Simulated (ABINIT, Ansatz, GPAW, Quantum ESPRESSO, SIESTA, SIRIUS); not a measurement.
SnTe: 6 runs at one level of theory

```
Te Sn
1.0
     0.00000    3.61115    3.61115
     3.61115    0.00000    3.61115
     3.61115    3.61115    0.00000
Te Sn
1 1
Cartesian
  1.8056 1.8056 1.8056
  0.0000 0.0000 0.0000
```

Measurements of this composition are mostly on another form, of space group No. 225.

Alike in all runs: task single point; functional PBEsol; k mesh 7 × 7 × 7; occupations fermi-dirac, width 0.05 eV; no spin polarisation; no spin-orbit coupling. Pressure is positive in compression and, in plane waves, holds the error of the finite cutoff.

| program and potentials | plane-wave cutoff (eV) | notes | pressure (GPa) |
| --- | --- | --- | --- |
| Quantum ESPRESSO, GBRV 1.5 PBEsol | 925 | 10 valence electrons an atom on average | -1.48 |
| ABINIT, PseudoDojo NC SR PBEsol v0.4.1 standard | 1088 | 15 valence electrons an atom on average | -1.37 |
| SIESTA, files PseudoDojo sr-pbesol-0.4.1-standard, DZP (energy shift 0.003 Ry; two zetas on semicore shells) | - | atomic basis; 15 valence electrons an atom on average | -0.90 |
| Ansatz, all-electron LAPW, scalar-relativistic | - | - | -1.38 |
| SIRIUS, PseudoDojo 0.4.1 PBEsol standard (scalar relativistic) | 1102 | 15 valence electrons an atom on average | -1.37 |
| GPAW, PAW data sets generated for this functional | 600 | 10 valence electrons an atom on average | -1.50 |

The pressure spans -1.50 (GPAW, PAW data sets generated for this functional) to -0.90 GPa (SIESTA, files PseudoDojo sr-pbesol-0.4.1-standard, DZP (energy shift 0.003 Ry; two zetas on semicore shells)), with all-electron results at -1.38. Rows in atomic bases carry the error of their basis and grid, which can be large.

The functional is the same throughout but for its coding, so the spread measures potentials, basis and numerics; runs on potential files found faulty are left out.
